**Steeper exchange makes a larger alumina cell**

For alumina, the choice of density functional moves the relaxed volume by about five percentage points, and most of the pattern follows from how the functional treats exchange. Among functionals with the same correlation, the steeper the exchange energy grows with the density gradient, the larger the cell. Between functionals with different correlation the rule is less safe: BLYP departs from it clearly, and its correlation part is the likely reason.

VASP 6.6.1 plane-wave DFT with PAW potentials for Al2O3 (space group R-3c, 10-atom cell), with atoms and cell fully relaxed. All runs use a 7 × 7 × 7 k mesh and Fermi-Dirac smearing of 0.05 eV, without spin polarisation, spin-orbit coupling or an added dispersion correction. Volume changes are relative to the starting cell; angle bc lies between cell vectors b and c.

| functional | potentials | wave cutoff | volume change (%) | relaxed length a (Å) | relaxed angle bc (degree) |
| --- | --- | --- | --- | --- | --- |
| PBE | VASP-PAW-PBE-potentials,-hard | 980 eV | 2.900 | 5.179 | 55.29 |
| revPBE | VASP-PAW-PBE-potentials,-recommended | 600 eV | 4.390 | 5.205 | 55.28 |
| BLYP | VASP-PAW-PBE-potentials,-recommended | 600 eV | 4.890 | 5.214 | 55.26 |
| AM05 | VASP-PAW-PBE-potentials,-recommended | 600 eV | 0.720 | 5.141 | 55.33 |
| BEEF-vdW | VASP-PAW-PBE-potentials,-recommended | 600 eV | 3.050 | 5.181 | 55.31 |
| PW91 | VASP-PAW-PBE-potentials,-recommended | 600 eV | 2.620 | 5.174 | 55.30 |
| optB88-vdW | VASP-PAW-PBE-potentials,-recommended | 600 eV | 1.950 | 5.162 | 55.32 |
| optPBE-vdW | VASP-PAW-PBE-potentials,-recommended | 600 eV | 3.070 | 5.181 | 55.31 |
| rev-vdW-DF2 | VASP-PAW-PBE-potentials,-recommended | 600 eV | 1.680 | 5.155 | 55.36 |
| vdW-DF | VASP-PAW-PBE-potentials,-recommended | 600 eV | 4.760 | 5.211 | 55.27 |
| vdW-DF-cx | VASP-PAW-PBE-potentials,-recommended | 600 eV | 1.270 | 5.148 | 55.37 |
| vdW-DF2 | VASP-PAW-PBE-potentials,-recommended | 600 eV | 5.920 | 5.228 | 55.33 |

The volume change is counted from the starting cell, which is close to the room-temperature crystal. Every functional here swells that cell, AM05 by 0.72% and vdW-DF2 by 5.92%. Symmetry keeps the three edges equal, and the angle between them, which is free to change, hardly does. The functionals therefore disagree about size much more than about shape. The computed density, too, depends on the functional by about 5%.

**Why the gradient matters**

These functionals start from the exchange energy of a uniform electron gas and multiply it, point by point, by an enhancement factor $F(s)$. The reduced gradient $s$ measures how fast the density $n$ varies on the scale of the local electron spacing, $s\propto|\nabla n|/n^{4/3}$. In a uniform gas $s=0$ and $F=1$, so there the exchange forms agree, apart from the fitted curve of BEEF-vdW, which starts slightly above 1. They differ in how fast $F$ climbs as the density becomes uneven.

Two limits show how this acts on a crystal. If the whole electron cloud were stretched like a rubber sheet, $|\nabla n|$ and $n^{4/3}$ would fall by the same factor; $s$ would stay as it was, and so would $F$. Real ions do nearly the opposite: they keep their shape and move apart. The density where their tails overlap then thins out, while its relative steepness changes little, and $s$ rises there.

Exchange energy is negative, so a larger $F$ lowers the energy. A functional whose $F$ climbs steeply therefore favours the stretched crystal, which has more regions of high $s$. This acts as an extra outward pressure, and the cell grows until the stiffness of the lattice balances it. For a small push, the added volume is proportional to the pressure divided by the bulk modulus.

**Which gradients count**

At small gradients a smooth form that starts at 1 reduces to $F\approx1+\mu s^2$, and one might hope that the coefficient $\mu$ settles the volume. Two rows refute this. optB88-vdW and vdW-DF use the same correlation and have nearly the same $\mu$, about 0.22, yet vdW-DF swells the cell by 2.81 points more. Their exchange curves start together and draw apart as $s$ grows, so gradients beyond the smallest must carry much of the effect. The regions between the ions, where moderate gradients are expected, are a likely place.

This suggests a simple model: with correlation held fixed, the volume change follows the rise of $F$ between $s=0.5$ and $s=1.5$. That range is a plausible choice for the region between ions and was not derived from the computed densities. The model also ignores that a thinning region carries less exchange energy in total. A straight line was drawn through two rows with the same correlation, vdW-DF-cx and vdW-DF, and gives 3.09 points of volume for each 0.1 of rise.

optB88-vdW, which did not help to set the line, serves as a worked case. Its $F$ rises by 0.219, against 0.188 for vdW-DF-cx, a difference of 0.031. The line turns this into $0.031\times3.09/0.1\approx1.0$ point. Added to the 1.27% of vdW-DF-cx, that predicts about 2.2%, where the calculation gives 1.95%.

The same line places optPBE-vdW almost exactly. Its slope also gives most of the step from PBE to revPBE, although the PBE run used a harder oxygen potential and a higher cutoff, whose share in that step is not known. It does worse for the step from rev-vdW-DF2 to vdW-DF2, predicting 3.3 points where the calculation gives 4.24.

A narrower range, from 0.5 to 1.0, repairs that last step but predicts only half of the one from PBE to revPBE. Neither range serves every pair, so the model explains order and rough size, not the second digit. The printed analysis below gives both versions.

**What nonlocal correlation does**

Functionals with "vdW" in their names contain a nonlocal correlation term that describes dispersion attraction. It is tempting to expect smaller cells from them, but they stand near both ends of the order: vdW-DF-cx gives the second smallest volume and vdW-DF2 the largest.

A direct comparison is available because revPBE and vdW-DF share the same exchange. Changing the correlation between them alters the volume by only 0.37 points, and upwards. This is not the size of the dispersion attraction, since the change also removes the gradient part of the ordinary correlation. Changing the exchange while the nonlocal correlation stays the same, by contrast, moves the volume by 3.49 points from vdW-DF-cx to vdW-DF and by 4.24 points from rev-vdW-DF2 to vdW-DF2.

**The rows that stand apart**

BLYP breaks the exchange rule. Between $s=0.5$ and $s=1.5$ its exchange curve rises only slightly more than that of PBE and clearly less than that of revPBE, so the model expects its cell to be smaller than the revPBE cell. Instead it is larger, 4.89% against 4.39%, with the same potentials and cutoff. Its exchange starts more steeply at small $s$, below that range, which may contribute, but LYP correlation is the natural suspect: it was built from the helium atom and does not reproduce the uniform electron gas, a poor start for a dense solid. No row combines LYP with another exchange, so this remains an argument.

vdW-DF2 also stands apart. It has the largest cell, although between $s=0.5$ and $s=1.5$ its exchange rises slightly less than that of vdW-DF. More of its climb comes before $s=1$, which may be why the narrower range suits it better. Its correlation differs from that of vdW-DF too, so the table cannot separate the two causes.

PW91, AM05 and BEEF-vdW were not placed on the line. PW91 lies 0.28 points below PBE, but those two runs also differ in oxygen potential and cutoff, so the gap cannot be credited to the functional alone. AM05 builds exchange and correlation as a matched pair, so its exchange curve should not be judged alone. BEEF-vdW has a flexible exchange curve fitted to data and mixes several kinds of correlation. Its volume practically ties with that of optPBE-vdW, but the table cannot tell whether the two arrive there for the same reason.

**What to do about it**

To guess where another functional would fall, first find a row with the same correlation, then compare the two exchange curves at moderate $s$. The steeper one should give the larger alumina cell. The "vdW" label is no guide to volume here, and when different materials are compared, their volumes should all come from the same functional.

Differences as small as the 0.13 points between BLYP and vdW-DF should not be ranked, because small stresses remain in the relaxed cells. In these two runs they have opposite signs: the BLYP cell would still shrink a little and the vdW-DF cell would still grow, which should bring the two volumes closer. Nor is the smallest change proof of the best functional. AM05 comes closest to the starting volume, but that does not show that its energies are equally good, and every run used potentials made for PBE. The calculation also leaves out zero-point and thermal motion, which normally expand a crystal. Since every cell here is already larger than the starting one, including that motion would be expected to widen the gap, not close it.

The analysis program printed:

```
Spread of volume change over all rows (percentage points): 5.2
Spread of relaxed edge over all rows (angstrom): 0.087
vdW-DF minus vdW-DF-cx, volume change (points): 3.49
vdW-DF minus optB88-vdW, volume change (points): 2.81
vdW-DF2 minus rev-vdW-DF2, volume change (points): 4.24
revPBE minus PBE, volume change (points): 1.49
vdW-DF minus revPBE, same exchange (points): 0.37
BLYP minus PBE, volume change (points): 1.99
PBE minus PW91, volume change (points): 0.28
Rise of F from s 0.5 to 1.5, vdW-DF-cx: 0.188
Rise of F from s 0.5 to 1.5, optB88-vdW: 0.2189
Rise of F from s 0.5 to 1.5, optPBE-vdW: 0.247
Rise of F from s 0.5 to 1.5, revPBE and vdW-DF: 0.301
Rise of F from s 0.5 to 1.5, PBE: 0.2546
Slope, wide range (points of volume per 0.1 rise of F): 3.088
optB88-vdW predicted, wide range (%): 2.222
optB88-vdW predicted, narrow range (%): 2.901
optPBE-vdW predicted, wide range (%): 3.09
optPBE-vdW predicted, narrow range (%): 3.38
revPBE minus PBE predicted, wide range (points): 1.435
revPBE minus PBE predicted, narrow range (points): 0.7094
vdW-DF2 minus rev-vdW-DF2 predicted, wide range (points): 3.293
vdW-DF2 minus rev-vdW-DF2 predicted, narrow range (points): 4.334
BLYP minus PBE predicted from exchange alone, wide range (points): 0.2579
```
